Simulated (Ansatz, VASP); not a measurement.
**Ta: VASP beside Ansatz**

```
Ta
1.0
     2.86010    0.00000    0.00000
    -0.95337    2.69653    0.00000
    -0.95337   -1.34826    2.33526
Ta
1
Direct
  0.00000 0.00000 0.00000
```

Alike in both runs: task single point; functional PBE; k mesh 13 × 13 × 13; occupations fermi-dirac, width 0.1 eV; no spin polarisation.

```csv
,VASP,Ansatz
version,VASP 6.6.1,Ansatz 0.2.0
potentials or method,"VASP PAW PBE potentials, release 64 (Ta_pv)","plane waves, PAW"
plane-wave cutoff (eV),520,420
valence electrons in the cell,11,13
```

```csv
,VASP,Ansatz,Ansatz less VASP
gap on the k mesh at the Fermi level (eV),none,none,-
pressure (GPa),3.6,3.5,-0.12
```

A gap of «none» marks a metal or a gap that the smearing closes. The two sets of potentials don't hold the same shells in valence.

Spin-orbit coupling is left out, which matters for the levels of Ta.
